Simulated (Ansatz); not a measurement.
## MgSe under several functionals and dispersion corrections (calculated)

Starting cell:

```yaml
crystal:
  lattice:
    - [0.00000, 2.72550, 2.72550]
    - [2.72550, 0.00000, 2.72550]
    - [2.72550, 2.72550, 0.00000]
  atoms:
    - { symbol: Mg, position: [0.00000, 0.00000, 0.00000] }
    - { symbol: Se, position: [0.50000, 0.50000, 0.50000] }
```

Ansatz, plane waves and PAW, scalar-relativistic (no spin–orbit coupling), 8×8×8 k-mesh. No spin polarisation. In the setting of the table the starting cell (space group Fm-3m) has 3.854 × 3.854 × 3.854 Å, angles 60.0 / 60.0 / 60.0°. Each functional was followed to zero pressure by scaling the cell, shape and atoms held, then fitted over four more volumes within ±4 % of it.

(1) What cell, stiffness and gap does each give?

Answers

(1) 
| functional | V0 (Å³/atom) | cell | B0 (GPa) | B′ from the pressures | gap on the mesh | cutoff (eV) |
| --- | --- | --- | --- | --- | --- | --- |
| PBE + D4 | 20.15 | 3.849 × 3.849 × 3.849 Å, angles 60.0 / 60.0 / 60.0° | 66 | 4.1 | 1.83 eV | 420 |
| PBEsol | 20.23 | 3.854 × 3.854 × 3.854 Å, angles 60.0 / 60.0 / 60.0° | 65 | 4.1 | 1.78 eV | 420 |
| BLYP | 21.71 | 3.946 × 3.946 × 3.946 Å, angles 60.0 / 60.0 / 60.0° | 55 | 4.2 | 1.75 eV | 420 |
| BLYP + D3(BJ) | 19.53 | 3.808 × 3.808 × 3.808 Å, angles 60.0 / 60.0 / 60.0° | 70 | 4.1 | 1.95 eV | 420 |
| mr2SCAN | 20.48 | 3.869 × 3.869 × 3.869 Å, angles 60.0 / 60.0 / 60.0° | 66 | 4.1 | 2.48 eV | 500 |

The volumes span 11.2 %, from BLYP + D3(BJ) to BLYP. The stiffness doesn't follow the volume steadily: stiffest BLYP + D3(BJ) (70 GPa at 19.53 Å³/atom), softest BLYP (55 GPa at 21.71 Å³/atom), yet mr2SCAN is stiffer than PBEsol in a larger cell (66 against 65 GPa). Adding D3(BJ) to BLYP pulls the cell in by 10.1 %.

Caveats: gaps at these levels are rough, and mostly too small.

Points behind the fit for BLYP:

| V (Å³/atom) | E − Emin (meV/atom) | P (GPa) |
| --- | --- | --- |
| 20.857 | 6.18 | 2.40 |
| 21.292 | 1.43 | 1.12 |
| 21.726 | 0.00 | -0.04 |
| 22.161 | 1.56 | -1.09 |
| 22.595 | 5.80 | -2.03 |
